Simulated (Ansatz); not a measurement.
**BaTiO3: response to strain**

Aim: deform BaTiO3 (equal xx and yy strain of -1 %) and compute stress, forces and field gradients with LAPW, PAW and all-electron datasets made for the crystal.

Method: DFT PBE, scalar-relativistic, in Ansatz 0.2.0.

**1. The system as given**

Symmetry: Pm-3m, No. 221, cubic system. Conventional cell: a = 4.007 Å, b = 4.007 Å, c = 4.007 Å, α = 90.00°, β = 90.00°, γ = 90.00°. Around Ba (site symmetry m-3m) lie 12 O at 2.83 Å. Ti (site symmetry m-3m) has 6 O at 2.00 Å as nearest neighbours. Around O (site symmetry 4/mmm) lie 2 Ti at 2.00 Å and 4 Ba at 2.83 Å.

Structure file:

```cif
data_structure
_symmetry_space_group_name_H-M 'Pm-3m'
_symmetry_Int_Tables_number 221
_cell_length_a 4.0073
_cell_length_b 4.0073
_cell_length_c 4.0073
_cell_angle_alpha 90.000
_cell_angle_beta 90.000
_cell_angle_gamma 90.000
_cell_volume 64.35
loop_
_atom_site_label
_atom_site_type_symbol
_atom_site_symmetry_multiplicity
_atom_site_Wyckoff_symbol
_atom_site_fract_x
_atom_site_fract_y
_atom_site_fract_z
_atom_site_occupancy
Ba1 Ba 1 b 0.50000 0.50000 0.50000 1
Ti1 Ti 1 a 0.00000 0.00000 0.00000 1
O1 O 3 d 0.50000 0.00000 0.00000 1
```

The file gives the conventional cell by its symmetry; the runs use the cell typed in the input.

Atoms are numbered in the order of the input: Ba1, Ti2, O3, O4, O5.

**2. After the deformation**

Space group Pm-3m before, P4/mmm after.

**3. Full-potential LAPW**

The input, input.yaml:

```yaml
crystal:
  lattice:
    - [3.967227, 0.0, 0.0]
    - [0.0, 3.967227, 0.0]
    - [0.0, 0.0, 4.0073]
  atoms:
    - { symbol: Ba, position: [0.5, 0.5, 0.5] }
    - { symbol: Ti, position: [0.0, 0.0, 0.0] }
    - { symbol: O, position: [0.5, 0.0, 0.0] }
    - { symbol: O, position: [0.0, 0.5, 0.0] }
    - { symbol: O, position: [0.0, 0.0, 0.5] }
kpoints:
  mp_grid: { grid: [8, 8, 8] }
  band_path:
    path:
      - [0.0, 0.0, 0.0]
      - [0.0, 0.5, 0.0]
      - [0.5, 0.5, 0.0]
      - [0.0, 0.0, 0.0]
      - [0.0, 0.0, 0.5]
      - [0.0, 0.5, 0.5]
      - [0.5, 0.5, 0.5]
      - [0.0, 0.0, 0.5]
      - [0.0, 0.5, 0.0]
    npoints: 5
scf:
  occupations: { method: fermi_dirac, width: 0.05 }
hamiltonian:
  xc: pbe
  pseudopotentials: { kind: all_electron, lapw: { basis_error: 0.001 } }
output:
  forces: true
  stress: true
  eigenvalues: true
```

Run with:

```sh
> ansatz run input.yaml --threads 2 --pin off --max-ram 6144MiB --backend cpu --events-out ev --progress --plain --runs-dir out
```

**4. PAW on the default files**

The input, input.yaml:

```yaml
crystal:
  lattice:
    - [3.967227, 0.0, 0.0]
    - [0.0, 3.967227, 0.0]
    - [0.0, 0.0, 4.0073]
  atoms:
    - { symbol: Ba, position: [0.5, 0.5, 0.5] }
    - { symbol: Ti, position: [0.0, 0.0, 0.0] }
    - { symbol: O, position: [0.5, 0.0, 0.0] }
    - { symbol: O, position: [0.0, 0.5, 0.0] }
    - { symbol: O, position: [0.0, 0.0, 0.5] }
kpoints:
  mp_grid: { grid: [8, 8, 8] }
scf:
  occupations: { method: fermi_dirac, width: 0.05 }
hamiltonian:
  xc: pbe
  pseudopotentials: { kind: paw }
output:
  forces: true
  stress: true
  eigenvalues: true
  efg: { contact_densities: true }
  write_density: true
  write_potential: true
  elf: true
  volumetric_format: npy
```

**5. Datasets made for this crystal**

input.yaml: that of step 4 with these lines changed.

```diff
@@ -17,3 +17,3 @@
   xc: pbe
-  pseudopotentials: { kind: paw }
+  pseudopotentials: { kind: all_electron, datasets: crystal }
 output:
@@ -23,5 +23 @@
   efg: { contact_densities: true }
-  write_density: true
-  write_potential: true
-  elf: true
-  volumetric_format: npy
```

(Steps that only read results are left out.)

Before running it: what results should come out? Wanted: pressure; largest shear or deviatoric stress.

As calculated:

| quantity | value |
| --- | --- |
| pressure | LAPW 5.09, PAW 5.08, crystal datasets 5.09 GPa |
| largest shear or deviatoric stress (LAPW) | 1.36 GPa |

The largest part of the stress beyond the pressure is 1.36 GPa in size, in the zz component; the atoms are carried along and not relaxed. No run of the undeformed cell stands beside it, so the pressure holds what the given cell had before the change. PAW: stress within 0.01 GPa of LAPW. Crystal datasets: stress within 0.01 GPa of LAPW. Spin-orbit coupling is left out, though the cell holds Ba; in elements this heavy it can shift bands and gaps by tenths of an eV.
